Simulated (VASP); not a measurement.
Hg, 2 atoms in the cell. Symmetry: P6_3/mmc, No. 194, hexagonal system. The conventional cell has a = 3.408 Å, b = 3.408 Å, c = 5.762 Å, α = 90.00°, β = 90.00°, γ = 120.00°. Around Hg (site symmetry -6m2) lie 12 Hg at 3.41 to 3.49 Å. 

- Program: VASP 6.6.1
- Task: single point
- Functional: PBE
- Dispersion: D3(BJ)
- Potentials or basis: VASP PAW PBE potentials, release 64 (Hg)
- Cutoff: 520 eV
- k mesh: 15 × 15 × 8
- Occupations: gaussian, width 0.15 eV
- Spin: no spin polarisation
- Dipole correction: no
- Further INCAR settings: ALGO = Fast; EDIFF = 1e-06; NBANDS = 19

Potentials or basis: VASP PAW PBE potentials, release 64 (Hg).

The run is started by

```console
$ cat potpaw_PBE.64/Hg/POTCAR > POTCAR
$ mpirun -np 1 vasp_std > vasp.out
```

Hardware: 1 thread of Intel(R) Xeon(R) 6975P-C (Granite Rapids), with other jobs on the host.

**Question.** How long does it take, and how much memory?

**Answer.** It took 47 s on 1 thread of Intel(R) Xeon(R) 6975P-C (Granite Rapids), on a shared host, peak memory 0.27 GiB. Counts: scf iterations 11, k points 135.
